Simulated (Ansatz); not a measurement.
An Ansatz input:

```yaml
crystal:
  lattice:
    - [2.75, -1.64, 0.0]
    - [2.75, 1.64, 0.0]
    - [-1.53472, 0.0, 7.11639]
  atoms:
    - { symbol: F, position: [0.968, 0.602, 0.0997] }
    - { symbol: F, position: [0.398, 0.032, 0.4003] }
    - { symbol: F, position: [0.032, 0.398, 0.9003] }
    - { symbol: F, position: [0.602, 0.968, 0.5997] }
hamiltonian:
  xc: revpbe
  pseudopotentials:
    kind: paw
    azcp:
      F: "pseudopotentials/F.paw.azcp"
basis:
  ecutwfc: 420
  fft_grid_basis: typed
kpoints:
  mp_grid: { grid: [6, 6, 3], shift: [0, 0, 0] }
magnetization:
  spin_polarized: false
scf:
  occupations: { method: fermi_dirac, width: 0.05 }
relax:
  max_steps: 60
  f_tol: 0.01
  cell: {}
```

and its output:

```
Engine: ansatz 0.2.0, x86_64-unknown-linux-gnu
Pseudopotentials: kind: paw
Pseudopotential: F, paw, valence charge 7, recommended cutoff 420 eV (normal) 
Functional definition: revPBE
  parameter kappa = 1.245
  parameter beta = 0.06672455060314922
  exchange = pbe_x(kappa = kappa, mu = beta*pi^2/3)
  correlation = pbe_c(beta = beta)
Crystal: 4 atoms, lattice volume = 64.190 Å³
Basis set: ecut = 420 eV, 1289 PW (Γ), exchange–correlation on 48×48×100 points (8 copies of the dense FFT grid, shifted against one another)
Bands: 18, of which v1, the nominal top of the filled ones, is band 14 counted from 1 (13 counted from 0)
Symmetry: 4 space group operations
Space group: C2/c (ITA 15), of the structure as read, at distance tolerance 4.0e-5 Å
k-points: 34 of 108
Non-local potential: F, projectors of the file, l = 0: 2, l = 1: 2, l = 2: 1
PAW form: soft (Blöchl's): semilocal exchange-correlation on the pseudo side does not see the compensation charge
PAW frozen core: F, regenerated for the run's functional, and the local potential with it (the file was generated under x = pbe(κ = 0.804, μ = 0.2195149727645171), c = pbe(β = 0.06672455060314922))
PAW one-centre angular grid: F, 110 points (default); XC on 64 Gauss nodes
Initial density: superposition of atomic densities (neutral atoms: chi_scale 0, normalization atom), corrected by the library's trained network
Initial wavefunctions: pseudopotential atomic-orbital guess
Functional: x = revpbe(κ = 1.245, μ = 0.2195149727645171), c = pbe(β = 0.06672455060314922)
SCF iter   1: F=—  HF=-3228.646900 eV  |F-HF|=—  |Δ(HF+E_count)|=         —  Δρ=2.94e-3  dr2=2.96e-3  ethr=1.77e-3  ⟨swp⟩=3.9  Hψ=2466  notcnv=0
SCF iter   2: F=—  HF=-3228.650505 eV  |F-HF|=—  |Δ(HF+E_count)|=   3.60e-3  Δρ=1.46e-3  dr2=3.07e-4  ethr=1.06e-5  ⟨swp⟩=2.0  Hψ=1496  notcnv=0
SCF iter   3: F=—  HF=-3228.651382 eV  |F-HF|=—  |Δ(HF+E_count)|=   8.77e-4  Δρ=5.92e-4  dr2=5.45e-5  ethr=1.10e-6  ⟨swp⟩=2.0  Hψ=1077  notcnv=0
SCF iter   4: F=—  HF=-3228.651740 eV  |F-HF|=—  |Δ(HF+E_count)|=   3.58e-4  Δρ=4.80e-5  dr2=5.04e-7  ethr=1.95e-7  ⟨swp⟩=2.0  Hψ=1142  notcnv=0
iter 5 did not close the SCF: its close was put off for the readings that it lacked (scf_convergence_deferred on its scf_iter line)
SCF iter   5: F=-3228.651742 eV  HF=-3228.651742 eV  |F-HF|=9.22e-8  |Δ(HF+E_count)|=   1.48e-6  Δρ=1.43e-5  dr2=5.70e-8  ethr=1.80e-9  ⟨swp⟩=2.2  Hψ=972  notcnv=0
SCF iter   6: F=-3228.651742 eV  HF=-3228.651742 eV  |F-HF|=3.08e-9  |Δ(HF+E_count)|=   1.07e-7  Δρ=3.31e-6  dr2=4.75e-9  ethr=2.04e-10  ⟨swp⟩=2.0  Hψ=2050  notcnv=0
SCF 1 converged in 6 iterations: F = -3228.651742 eV  dr2 = 4.75e-9
...
basis re-selected at this cell: Δ(F+E_penalty+E_count) = -3.646e-3 eV, ΔP = +0.053 GPa vs the last step (what re-selecting the basis moved, of the pressure what is left beyond the Pulay correction that the steps carried, after the strain that the cell walked since its last selection, with what the two solves' SCF thresholds leave and, on support functions, any second-order correction that the steps lacked; it is no measure of the basis error at this ecutwfc). This SCF's stress stands 7.42e-2 GPa from its target on what of the cell is left free (relax.cell.stress_tol is 5.00e-2 GPa) and its largest allowed force component is 1.03e-3 eV/Å (relax.f_tol is 1.00e-2 eV/Å): not within both, so this SCF does not close the relaxation
Step failed. What follows is not a result of the run: it is the report of the last solve that finished, which converged after 6 SCF iterations.
Free energy (F): -3228.961667 eV
Harris-Foulkes:  -3228.961667 eV  (|F-HF|=2.59e-10)
Internal energy: -3228.961667 eV  (E = F + TS)
E sigma→0 (E₀):  -3228.961667 eV
Fermi energy:    -4.464779 eV
--- Per-component energies (eV) ---
  E_band       = -395.722592
  E_kinetic    = 808.262597
  E_local      = -3524.343734  (includes V_loc(G=0)·N_el)
  E_nonlocal   = 290.619666
  E_hartree    = 1343.073207
  E_xc         = -314.516935
  E_vxc        = -401.159379  (∫ρ·V_xc dr)
  E_paw        = -800.742194  (= ΣΔE_a)
  E_vpaw       = -255.256320  (= ΣTr[D̂ρ^β])
  E_aug_tail   = 0.008218  (compensation charges beyond the density's cutoff)
  E_ewald      = -1031.255852
  E_core_change = -0.066639  (= ΣΔE_core)
  E_smearing   = -0.000000  (= −TS)
  E_closure    = -0.000000  (closes the sum)
  Σ components = -3228.961667   (vs F -3228.961667, Δ=0.00e0)
--- Forces (eV/Å), atoms counted from 1 ---
  atom   1  F     -0.00102613     0.00001353    -0.00010447
  atom   2  F      0.00102613     0.00001353     0.00010447
  atom   3  F      0.00102613    -0.00001353     0.00010447
  atom   4  F     -0.00102613    -0.00001353    -0.00010447
  max |Σ_I F_I| component: 4.34e-19 eV/Å
--- Stress (GPa, compression-positive) ---
        0.074211       0.000000      -0.001510
        0.000000       0.062958       0.000000
       -0.001511       0.000000      -0.039716
  P = ⅓ Tr σ = 0.0325 GPa (0.325 kbar)
End of that report.
Error: variable-cell relaxation did not converge after 61 `relax_step` rows, as none of its last 11 fresh-basis SCF(s) at a relaxed cell met both thresholds with a finite energy. The last misses `relax.cell.stress_tol`: largest allowed force component 1.03e-3 eV/Å (`relax.f_tol` 1.00e-2 eV/Å), stress off the target on the free part of the cell 7.42e-2 GPa (`relax.cell.stress_tol` 5.00e-2 GPa), F+E_penalty+E_count -3228.96166684 eV. The closest is row 61, whose structure comes with this error. Larger ratio of force or stress to its threshold at each such SCF whose figures are numbers: 30.048, 18.235, 10.845, 6.559, 5.065, 3.389, 2.801, 2.109, 1.908, 1.735, 1.485. The dense FFT grid had 24×24×50 points at the cell where the steps before the first such SCF started and, at each such SCF in turn, 24×24×54, 24×24×60, 24×24×60, 24×24×64, 25×25×64, 25×25×64, 25×25×64, 27×27×64, 27×27×64, 27×27×60, 27×27×60, so 6 of them had another grid than the one listed just before. After the last such SCF `relax.max_steps` ran out. If the threshold ratios fall while the rows' cell is stable, continue in a new run from this error's structure with a larger `relax.max_steps`. Ratios that fall only as the cell collapses won't converge, and for ratios that don't fall see `relax.cell`. Where this run's directory can be resumed (`checkpoint.write`), a resume goes on for up to `relax.max_steps` more
  cell:  # Å, volume = 113.0293 Å³
    - [3.3209073564222082, -1.9538080732055698, 0.00806273853128864]
    - [3.3209073564222082, 1.9538080732055698, 0.008062738531288487]
    - [-1.832467398615133, -3.276203964746723e-16, 8.705636682379629]
  atoms:
    - { symbol: F, position: [1.0212846922434375, 0.5354135975717946, 0.08140940947334604] }
    - { symbol: F, position: [0.4645864024282059, -0.021284692243437084, 0.4185905905266541] }
    - { symbol: F, position: [-0.021284692243436987, 0.4645864024282059, 0.9185905905266547] }
    - { symbol: F, position: [0.5354135975717942, 1.021284692243437, 0.581409409473346] }
```

No converged result was reached.
